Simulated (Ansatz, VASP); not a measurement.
**One calculation of SiO2, two programs**

```
CELL_PARAMETERS angstrom
-2.46327 2.46327 3.64208
2.46327 -2.46327 3.64208
2.46327 2.46327 -3.64208
ATOMIC_POSITIONS crystal
Si 0.00000 0.00000 0.00000
Si 0.75000 0.25000 0.50000
O 0.97420 0.62500 0.84920
O 0.37500 0.22420 0.34920
O 0.77580 0.12500 0.15080
O 0.87500 0.02580 0.65080
```

Alike in both runs: functional LDA; k mesh 8 × 8 × 8; no spin polarisation.

Ansatz relaxed the structure, and its values are those at the end. VASP's run is a single point on that final structure, the one shown.

|  | VASP | Ansatz |
| --- | --- | --- |
| version | VASP 6.6.1 | Ansatz 0.2.0 |
| potentials or method | VASP PAW LDA potentials, release 64 (Si, O) | scalar-relativistic, plane waves, PAW |
| plane-wave cutoff (eV) | 520 | 420 |
| occupations | gaussian, width 0.01 eV | fixed |
| valence electrons in the cell | 32 | 32 |

|  | VASP | Ansatz | Ansatz less VASP |
| --- | --- | --- | --- |
| gap on the k mesh at the Fermi level (eV) | 5.76 | 5.76 | +0.001 |
| least direct gap on the mesh (eV) | 5.76 | 5.76 | +0.001 |
| pressure (GPa) | 0.6 | 0.0 | -0.55 |
| rms of the force components (eV/Å) | 0.013 | 0.000 | -0.0126 |

A k mesh can miss the band edges.
